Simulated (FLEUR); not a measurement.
TiSi:

```
Ti Si
1.0
     1.81618   -2.11762    0.00000
     1.81618    2.11762    0.00000
     0.00000    0.00000    3.80393
Ti Si
1 1
Direct
  0.50000 0.50000 0.00000
  0.00000 0.00000 0.50000
```

The cell comes from a database or a generator and needn't be the stable form of this composition.

```yaml
Program: FLEUR MaX-R8.1 (later development tree)
Task: single point
Functional: PBEsol
Potentials_or_basis: all-electron
Basis: FLAPW
Kmax: 4.69 1/bohr
k_mesh: 10 × 10 × 7
Occupations: fermi-dirac, width 0.05 eV
Spin: no spin polarisation
Gmax: 14.5 1/bohr
Muffin-tin_radii: Ti 2.37, Si 2.09 bohr
lmax: Ti 10, Si 9
lnonsphr: Ti 10, Si 9
Local_orbitals_a_species: Ti 5, Si 4
Max_iterations: 60
Mixing_factor: 0.05
Mixer: Anderson
Mixer_history: 15
```

On this cell: largest force under 0.003 eV/Å; band gap on the k mesh none (metal or under the smearing width).

The same run follows on a disturbed copy (atoms moved at random, drawn with an rms of 0.05 Å):

```xyz
2
Lattice="1.8162 -2.1176 0.0000 1.8162 2.1176 0.0000 0.0000 0.0000 3.8039" Properties=species:S:1:pos:R:3 pbc="T T T"
Ti    1.8313    0.0195   -0.0248
Si    0.0205   -0.0064    1.8620
```

**Question.** What changes?

**Answer.** The energy (extrapolated to zero smearing) moves by +0.7 meV/atom; largest force 0.130 eV/Å; band gap on the k mesh none (metal or under the smearing width).

Forces in eV/Å, atoms in the order of the input:
```
Ti   0.032 -0.025 -0.124
Si  -0.032  0.025  0.124
```
